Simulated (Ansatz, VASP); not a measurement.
## BN in VASP and in Ansatz

INCAR

```
SYSTEM = BN
PREC = Accurate
ENCUT = 600
EDIFF = 1E-6
ISMEAR = 0
SIGMA = 0.02
LREAL = .FALSE.
LASPH = .TRUE.
NELM = 100
ALGO = Normal
ISIF = 3
LWAVE = .FALSE.
LCHARG = .FALSE.
GGA = PS
IBRION = 2
NSW = 100
EDIFFG = -0.005
```

The input KPOINTS:

```
Automatic mesh
0
G
  12 12 12
  0 0 0
```

The input POSCAR:

```
BN
1.0
    1.2511217832      0.7223354983      3.3729344033
   -1.2511217832      0.7223354983      3.3729344033
    0.0000000000     -1.4446709967      3.3729344033
B N
1 1
Direct
    0.9996712000      0.9996712000      0.9996712000
    0.3327618000      0.3327618000      0.3327618000
```

Input for Ansatz:

```yaml
crystal:
  lattice:
    - [1.2511217832, 0.7223354983, 3.3729344033]
    - [-1.2511217832, 0.7223354983, 3.3729344033]
    - [0.0, -1.4446709967, 3.3729344033]
  atoms:
    - { symbol: B, position: [0.9996712, 0.9996712, 0.9996712] }
    - { symbol: "N", position: [0.3327618, 0.3327618, 0.3327618] }
basis:
  ecutwfc: 420
kpoints:
  mp_grid: { grid: [12, 12, 12] }
hamiltonian:
  xc: pbesol
scf:
  occupations: { method: gaussian, width: 0.02 }
output:
  forces: true
  stress: true
  eigenvalues: true
  write_density: true
  write_potential: true
  elf: true
  volumetric_format: npy
relax:
  adjacent_minimum: "off"
  f_tol: 0.005
  max_steps: 80
  cell: { stress_tol: 0.05 }
```

The cell is a database's computed one.

Alike in both runs: task relaxation of cell and atoms; functional PBEsol; k mesh 12 × 12 × 12; occupations gaussian, width 0.02 eV; no spin polarisation.

|  | VASP | Ansatz |
| --- | --- | --- |
| version | VASP 6.6.1 | Ansatz 0.2.0 |
| potentials or method | VASP PAW PBE potentials, release 64 (B, N) | scalar-relativistic, plane waves, PAW |
| plane-wave cutoff (eV) | 600 | 420 |
| valence electrons in the cell | 8 | 8 |

VASP gave:

| Property | Result |
| --- | --- |
| gap on the k mesh at the Fermi level, each at its own relaxed structure (eV) | 4.20 |
| relaxed volume (Å³/atom) | 9.31 |
| relaxed cell length with the largest relative difference (Å) | 3.719 |

Question: What did Ansatz give for the same quantities?

Answer: gap on the k mesh at the Fermi level, each at its own relaxed structure (eV): 4.24; relaxed volume (Å³/atom): 9.45; relaxed cell length with the largest relative difference (Å): 3.770.

Caveats: the PAW data sets were made with another functional, which shifts forces and pressure a little (VASP). PBEsol gaps usually lie below the measured ones, often by a third to a half. A k mesh can miss the band edges.
